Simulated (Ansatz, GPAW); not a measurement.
This is a calculation of TiC for GPAW 26.7.0 (ASE script). The cell is a database's computed one, not the measured one.

File run.py:

```python
from ase.dft.bandgap import bandgap
from ase.io import read, write
from ase.units import GPa
from gpaw import GPAW, PW

atoms = read('POSCAR')

calc = GPAW(mode=PW(800),
            xc='PBE',
            kpts={'size': (11, 11, 11), 'gamma': True},
            occupations={'name': 'methfessel-paxton', 'order': 0, 'width': 0.011},
            nbands=18,
            convergence={'density': 1e-05, 'energy': 1e-05},
            maxiter=150,
            txt='gpaw.txt')
atoms.calc = calc
energy = atoms.get_potential_energy()
forces = atoms.get_forces()
stress = atoms.get_stress()
calc.write('gs.gpw')
write('result.traj', atoms)
print(f'Energy: {energy:.6f} eV')
print('Forces (eV/A):')
print(forces.round(4))
print('Stress (GPa):', (stress / GPa).round(3))
print('Fermi level:', round(calc.get_fermi_level(), 4), 'eV')
print(f'Gap: {bandgap(calc)[0]:.4f} eV, direct: {bandgap(calc, direct=True)[0]:.4f} eV')
```

The input POSCAR:

```
TiC
1.0
    0.0000000000      2.1657188437      2.1657188437
    2.1657188437      0.0000000000      2.1657188437
    2.1657188437      2.1657188437      0.0000000000
Ti C
1 1
Direct
    0.0000000000      0.0000000000      0.0000000000
    0.5000000000      0.5000000000      0.5000000000
```

Potentials or basis: GPAW PAW data sets (gpaw-data 1.2.1), pw.

Run with:

```sh
$ OMP_NUM_THREADS=1 python run.py
```

Problem. Set up the same calculation for Ansatz 0.2.0. Potentials or basis there: all-electron LAPW, scalar-relativistic.

Solution. As run (cutoffs and basis follow the program's own potentials, and thresholds, step limits or extra output files can differ):

File input.yaml:

```yaml
crystal:
  lattice:
    - [0.0, 2.1657188437, 2.1657188437]
    - [2.1657188437, 0.0, 2.1657188437]
    - [2.1657188437, 2.1657188437, 0.0]
  atoms:
    - { symbol: Ti, position: [0.0, 0.0, 0.0] }
    - { symbol: C, position: [0.5, 0.5, 0.5] }
kpoints:
  mp_grid: { grid: [11, 11, 11] }
scf:
  occupations: { method: gaussian, width: 0.011 }
hamiltonian:
  xc: pbe
  pseudopotentials: { kind: all_electron, lapw: { basis_error: 0.001 } }
output:
  forces: true
  stress: true
  eigenvalues: true
```

Potentials or basis: all-electron LAPW, scalar-relativistic.

Command:

```console
$ ansatz run input.yaml --threads 1 --pin off --max-ram 3072MiB --backend cpu --events-out ev --progress --plain --runs-dir out
```

Both were run:

|  | GPAW | Ansatz |
| --- | --- | --- |
| Pressure | 0.9 GPa | 0.2 GPa |

Where Ansatz's input types no cutoff or centring, it takes its own default and a Γ-centred mesh.

Pressure is positive in compression.
